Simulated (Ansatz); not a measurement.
Runs of Ansatz 0.2.0 on Al. The structure is cubic, space group Fm-3m (No. 225). The conventional cell has a = 4.050 Å, b = 4.050 Å, c = 4.050 Å, α = 90.00°, β = 90.00°, γ = 90.00°. Around Al (site symmetry m-3m) lie 12 Al at 2.86 Å. 

| task | level | potentials or basis | cell | k mesh | cutoff (eV) | smearing | points for each segment of the path | mesh quality | gap on the mesh (eV) | pressure (GPa) | relaxed volume (Å³/atom) |
| --- | --- | --- | --- | --- | --- | --- | --- | --- | --- | --- | --- |
| band structure | RPBE | Ansatz PAW | as given | 11 × 11 × 11 | 420 | fermi-dirac 0.05 eV | 14 | not flagged | none | 1.0 | - |
| band structure | BLYP+D3(BJ) | Ansatz PAW polarizable | cell strained at random at fixed volume | 9 × 9 × 9 | 420 | gaussian 0.1 eV | 14 | not flagged | none | -4.6 | - |
| density of states | r2SCAN | PseudoDojo standard (PBE files) | as given | 11 × 11 × 11 | 544 | methfessel-paxton 0.05 eV | - | not flagged | none | -1.5 | - |
| band structure | BLYP | Ansatz PAW | as given | 11 × 11 × 11 | 420 | fermi-dirac 0.05 eV | 14 | not flagged | none | 3.0 | - |
| relaxation of cell and atoms | PBEsol | Ansatz PAW | relaxed | 11 × 11 × 11 | 420 | fermi-dirac 0.05 eV | - | not flagged | none | 0.0 | 16.21 |
| electrostatic potential | HF+D4 | PseudoDojo stringent (PBE files) | as given | 7 × 7 × 7 | 544 | fermi-dirac 0.01 eV | - | coarse | none | -0.5 | - |
| band structure | PBEsol | Ansatz PAW | as given | 11 × 11 × 11 | 420 | fermi-dirac 0.05 eV | 14 | not flagged | none | (a) | - |
| atomic charges | HISS | JTH PAW | as given | 7 × 7 × 7 | 570 | fermi-dirac 0.05 eV | - | coarse | none | -3.2 | - |
| relaxation of cell and atoms | RPBE | Ansatz PAW | relaxed | 11 × 11 × 11 | 420 | fermi-dirac 0.05 eV | - | not flagged | - | 0.0 | 16.82 |
| band structure | r2SCAN | Ansatz PAW | as given | 11 × 11 × 11 | 500 | fermi-dirac 0.05 eV | 14 | not flagged | none | (b) | - |
| band structure | revPBE | Ansatz PAW | as given | 11 × 11 × 11 | 420 | fermi-dirac 0.05 eV | 14 | not flagged | none | 0.7 | - |
| relaxation of cell and atoms | BLYP | Ansatz PAW | relaxed | 11 × 11 × 11 | 420 | fermi-dirac 0.05 eV | - | not flagged | - | 0.0 | 17.37 |

Alike in all rows: no spin polarisation.

Problem. Estimate the missing entries.

Solution. (a) -1.9; (b) -3.4.

Caveats: some runs use coarse meshes; the PAW data sets come from PBE, with cores solved anew for the run's functional, which leaves a small shift of forces and pressure (some runs); the plane-wave basis is chosen anew once the cell has moved, so the energies of steps on either side of that aren't comparable (some runs); pairwise dispersion overbinds metals, which lowers pressure and volume (some runs); the potentials were made for another functional, which shifts forces and pressure (some runs); the thresholds are loose for stress (some runs); the meta-GGA runs on potentials made for a GGA (some runs).

A gap of «none» marks a metal or a gap under the smearing width.

Runs at the PBE level aren't shown here.
